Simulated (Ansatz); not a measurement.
# LiF (Griceite) under changes of volume

One of the cells (8.169 Å³/atom); the others are scaled copies at fixed shape and fractional positions:

```
CELL_PARAMETERS angstrom
0.00000 2.01400 2.01400
2.01400 0.00000 2.01400
2.01400 2.01400 0.00000
ATOMIC_POSITIONS crystal
F 0.50000 0.50000 0.50000
Li 0.00000 0.00000 0.00000
```

- Program: Ansatz 0.2.0
- Functional: LDA
- Potentials or basis: all-electron LAPW, scalar-relativistic
- Cutoff: 286 eV (chosen from the basis error)
- Basis error allowed: 0.001 eV/atom
- k mesh: 11 × 11 × 11
- Occupations: fermi-dirac, width 0.05 eV
- Spin: no spin polarisation

| volume (Å³/atom) | energy over the lowest point (meV/atom) | pressure (GPa) | gap on the mesh (eV) |
| --- | --- | --- | --- |
| 7.679 | 0.00 | -2.2 | 9.40 |
| 7.842 | 3.07 | -3.8 | 9.20 |
| 8.006 | 7.64 | -5.2 | 9.00 |
| 8.169 | 13.53 | -6.4 | 8.82 |
| 8.333 | 20.61 | -7.5 | 8.65 |
| 8.496 | 28.75 | -8.5 | 8.48 |
| 8.659 | ? | ? | ? |

**Question.** What does the run at 8.659 Å³/atom give?

**Answer.** Energy over the lowest point 37.84 meV/atom; pressure -9.3 GPa; gap on the mesh 8.32 eV.

Worked out: A Birch-Murnaghan fit of order 3 (a polynomial in V^(-2/3)) to the other rows has its minimum at 7.47 Å³/atom, just outside them, with B0 = V·E''(V) = 85 GPa and B' = 4.0. It gives 37.83 meV/atom at 8.659 Å³/atom, against the run's 37.84, and -dE/dV = -9.4 GPa, against -9.3. A straight line through the other rows of the gap, of slope -9.09 eV per unit of ln V (its deformation potential), extrapolates to 8.30 eV, against the run's 8.32.

Energies are extrapolated to zero smearing.

Caveats: an odd mesh through Γ misses points on the zone boundary, where band edges often lie.
